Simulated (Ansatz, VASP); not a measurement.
# Hf: VASP beside Ansatz

The input INCAR:

```
PREC = Accurate
ENCUT = 520
EDIFF = 1E-7
ISMEAR = -1
SIGMA = 0.05
LREAL = False
LASPH = True
NELM = 60
ALGO = Normal
ISIF = 2
LWAVE = False
LCHARG = False
GGA = PE
NBANDS = 17
```

KPOINTS

```
Automatic mesh
0
Gamma
  13 13 7
```

POSCAR

```
Hf
1.0
    3.2178693301      0.0000000000      0.0000000000
   -1.6089346650      2.7867565859      0.0000000000
    0.0000000000      0.0000000000      5.0912963404
Hf
2
Direct
    0.3333333333      0.6666666667      0.2500000000
    0.6666666667      0.3333333333      0.7500000000
```

Input for Ansatz:

```yaml
crystal:
  lattice:
    - [3.2178693301, 0.0, 0.0]
    - [-1.608934665, 2.7867565859, 0.0]
    - [0.0, 0.0, 5.0912963404]
  atoms:
    - { symbol: Hf, position: [0.3333333333, 0.6666666667, 0.25] }
    - { symbol: Hf, position: [0.6666666667, 0.3333333333, 0.75] }
kpoints:
  mp_grid: { grid: [13, 13, 7] }
  band_path:
    path:
      - [0.0, 0.0, 0.0]
      - [0.5, 0.0, 0.0]
      - [0.3333333333, 0.3333333333, 0.0]
      - [0.0, 0.0, 0.0]
      - [0.0, 0.0, 0.5]
      - [0.5, 0.0, 0.5]
      - [0.3333333333, 0.3333333333, 0.5]
      - [0.0, 0.0, 0.5]
      - [0.5, 0.0, 0.5]
    npoints: 5
scf:
  occupations: { method: fermi_dirac, width: 0.05 }
hamiltonian:
  xc: pbe
  pseudopotentials: { kind: all_electron, lapw: { basis_error: 0.0005 } }
output:
  forces: true
  stress: true
  eigenvalues: true
```

Change from the starting cell: volume scaled by 1.02.

Alike in both runs: task single point; functional PBE; k mesh 13 × 13 × 7; occupations fermi-dirac, width 0.05 eV; no spin polarisation.

```csv
,VASP,Ansatz
version,VASP 6.6.1,Ansatz 0.2.0
potentials or method,"VASP PAW PBE potentials, release 64 (Hf_pv)","all-electron LAPW, scalar-relativistic"
plane-wave cutoff (eV),520,see its input
```

```csv
,VASP,Ansatz,Ansatz less VASP
pressure (GPa),-1.8,-1.3,+0.45
largest component of the traceless stress (GPa),0.21,0.14,-0.070
```

Ansatz ran all-electron here, so the differences hold the error of VASP's frozen core and of both bases.

Spin-orbit coupling is left out, which matters for the levels of Hf.
